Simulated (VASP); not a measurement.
# SiO₂: forms and broadenings of the independent-particle spectrum

SiO₂, I-42d (no. 122), 6 atoms in the cell. PBE, independent-particle dielectric function; PAW potentials Si, O (PBE set).

## Input

INCAR.step1:
```
SYSTEM = SiO2
  PREC = Accurate
  ENCUT = 460
  ISMEAR = 0
  SIGMA = 0.02
  EDIFF = 1E-8
  LASPH = .TRUE.
  KPAR = 4
  LWAVE = .FALSE.
  LCHARG = .FALSE.
  LEPSILON = .TRUE.
```

INCAR.step2, as INCAR.step1 but for:
```
- LWAVE = .FALSE.
- LEPSILON = .TRUE.
+ LWAVE = .TRUE.
+ NBANDS = 80
```

INCAR.step3, as INCAR.step2 but for:
```
- EDIFF = 1E-8
- LWAVE = .TRUE.
+ EDIFF = 1E-7
+ LWAVE = .FALSE.
+ LOPTICS = .TRUE.
+ NEDOS = 2000
+ CSHIFT = 0.1
+ ALGO = None
+ NELM = 1
+ ISTART = 1
```

INCAR.step4, as INCAR.step3 but for:
```
+ LNABLA = .TRUE.
```

INCAR.step5, as INCAR.step4 but for:
```
- LNABLA = .TRUE.
+ LPEAD = .TRUE.
+ IPEAD = 3
```

INCAR.step6, as INCAR.step5 but for:
```
- IPEAD = 3
+ IPEAD = 2
```

INCAR.step7 changes the same tag again: IPEAD = 4.

INCAR.step8, as INCAR.step7 but for:
```
- CSHIFT = 0.1
- LPEAD = .TRUE.
- IPEAD = 4
+ CSHIFT = 0.2
```

INCAR.step9, as INCAR.step8 but for:
```
- CSHIFT = 0.2
+ CSHIFT = 0.3
```

INCAR.step10 changes the same tag again: CSHIFT = 0.05.

INCAR.step11, as INCAR.step10 but for:
```
- ISMEAR = 0
- CSHIFT = 0.05
+ ISMEAR = -5
+ CSHIFT = 0.1
```

INCAR.step12, as INCAR.step11 but for:
```
- ISMEAR = -5
- SIGMA = 0.02
+ ISMEAR = 0
+ SIGMA = 0.2
```

INCAR.step13, as INCAR.step12 but for:
```
- SIGMA = 0.2
+ SIGMA = 0.02
+ OMEGAMAX = 12
```

INCAR.step14, as INCAR.step13 but for:
```
- OMEGAMAX = 12
+ OMEGAMAX = 60
```

KPOINTS:
```
k-points
0
Gamma
  6 6 6
```

POSCAR:
```
SiO2
1.0
   -2.4772904627      2.4772904627      3.6556712422
    2.4772904627     -2.4772904627      3.6556712422
    2.4772904627      2.4772904627     -3.6556712422
Si O
2 4
Direct
    0.7500000000      0.2500000000      0.5000000000
    0.0000000000      0.0000000000      0.0000000000
    0.8750000000      0.0282138700      0.6532138700
    0.7782138700      0.1250000000      0.1532138700
    0.9717861300      0.6250000000      0.8467861300
    0.3750000000      0.2217861300      0.3467861300
```

Commands (each step's output is kept before the next begins):
```
cat potpaw_PBE.64/Si/POTCAR potpaw_PBE.64/O/POTCAR > POTCAR
cp INCAR.step1 INCAR
mpirun -np 4 vasp_std > vasp.out
rm WAVECAR CHG
cp INCAR.step2 INCAR
mpirun -np 4 vasp_std > vasp.out
cp INCAR.step3 INCAR
mpirun -np 4 vasp_std > vasp.out
cp INCAR.step4 INCAR
mpirun -np 4 vasp_std > vasp.out
cp INCAR.step5 INCAR
mpirun -np 4 vasp_std > vasp.out
cp INCAR.step6 INCAR
mpirun -np 4 vasp_std > vasp.out
cp INCAR.step7 INCAR
mpirun -np 4 vasp_std > vasp.out
cp INCAR.step8 INCAR
mpirun -np 4 vasp_std > vasp.out
cp INCAR.step9 INCAR
mpirun -np 4 vasp_std > vasp.out
cp INCAR.step10 INCAR
mpirun -np 4 vasp_std > vasp.out
cp INCAR.step11 INCAR
mpirun -np 4 vasp_std > vasp.out
cp INCAR.step12 INCAR
mpirun -np 4 vasp_std > vasp.out
cp INCAR.step13 INCAR
mpirun -np 4 vasp_std > vasp.out
cp INCAR.step14 INCAR
mpirun -np 4 vasp_std > vasp.out
```

## Result

- Direct gap on the mesh (eV): 5.93
- Gap on the mesh (eV): 5.93
- Bands: 80

One ground state, settings moved in the last step alone:

| Settings | ε at zero frequency | Mean energy of the absorption, weighted by Im ε (eV) | Time (s) |
|---|---|---|---|
| longitudinal form, CSHIFT 0.1 | 2.29 | 13.64 | 15 |
| transversal form (LNABLA) | 2.28 | 13.66 | 12 |
| finite differences (LPEAD), order 3 | 2.29 | 13.64 | 34 |
| finite differences (LPEAD), order 2 | 2.29 | 13.65 | 24 |
| finite differences (LPEAD), order 4 | 2.29 | 13.64 | 38 |
| CSHIFT 0.2 | 2.29 | 13.61 | 12 |
| CSHIFT 0.3 | 2.29 | 13.58 | 12 |
| CSHIFT 0.05 | 2.29 | 13.65 | 12 |
| tetrahedron method | 2.30 | 13.64 | 16 |
| SIGMA 0.2 | 2.29 | 13.64 | 14 |
| OMEGAMAX 12, which cuts the spectrum short | 1.53 | – | 14 |
| OMEGAMAX 60 | 2.29 | 13.64 | 13 |

The mean energy covers the spectrum up to 20 eV.

On the same mesh, density-functional perturbation theory with local fields gives ε = 2.21.

Limits: The 6×6×6 mesh is coarse for a spectrum: peaks stand apart that a denser mesh merges.

VASP 6.6.1 took 737 s on 4 cores (Intel Xeon Platinum 8259CL @ 2.50GHz (Skylake/Cascade Lake)), a shared host.
